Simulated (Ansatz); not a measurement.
Be in Ansatz: the effect of functional

Be:

```
Be
1.0
     2.30043    0.00000    0.00000
    -1.15022    1.99224    0.00000
     0.00000    0.00000    3.60794
Be
2
Direct
  0.66667 0.33333 0.75000
  0.33333 0.66667 0.25000
```

The cell isn't the ideal one: volume scaled by 1.02.

Alike in all runs:

```yaml
Program: Ansatz 0.2.0
Task: single point
Potentials_or_basis: Ansatz PAW
k_mesh: 13 × 13 × 8
Occupations: fermi-dirac, width 0.05 eV
Spin: no spin polarisation
```

```csv
functional,cutoff,pressure (GPa)
LDA,420 eV (not typed: the program's choice for these potentials),?
r2SCAN,500 eV (not typed: the program's choice for these potentials),-5.1
PBE,420 eV (not typed: the program's choice for these potentials),-5.0
```

Problem. What does the run with functional LDA give?

Solution. Pressure -10.2 GPa.

Caveats: the PAW data sets come from PBE, with cores solved anew for the run's functional, which leaves a small shift of forces and pressure (some runs).
